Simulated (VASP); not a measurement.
Data:

```cif
data_BrNa
_chemical_formula_sum 'Na1 Br1'
_space_group_name_H-M_alt 'P 1'
_space_group_IT_number 1
_cell_length_a 4.19441
_cell_length_b 4.19441
_cell_length_c 4.19441
_cell_angle_alpha 60.000
_cell_angle_beta 60.000
_cell_angle_gamma 60.000
loop_
_space_group_symop_operation_xyz
  'x, y, z'
loop_
_atom_site_label
_atom_site_type_symbol
_atom_site_fract_x
_atom_site_fract_y
_atom_site_fract_z
_atom_site_occupancy
Na1 Na 0.00000 0.00000 0.00000 1
Br1 Br 0.50000 0.50000 0.50000 1
```

Method: PBEsol GGA, VASP's PBE PAW potentials (set 64) (plane waves; VASP). Run with 520 eV cut-off, 8×8×8 Γ-centred mesh, Gaussian smearing of 0.050 eV, potentials Na_pv Br.

Q: Give the energy at these volumes per atom, relative to the lowest: 24.54, 25.32, 26.11, 26.89, 27.67 Å³.

A: 6.9, 1.6, 0.0, 1.6, 5.8 meV/atom. A third-order Birch-Murnaghan fit gives B0 = 21.5 GPa and B0′ = 4.7.

The compound is NaBr in the rock salt structure. It was relaxed first.
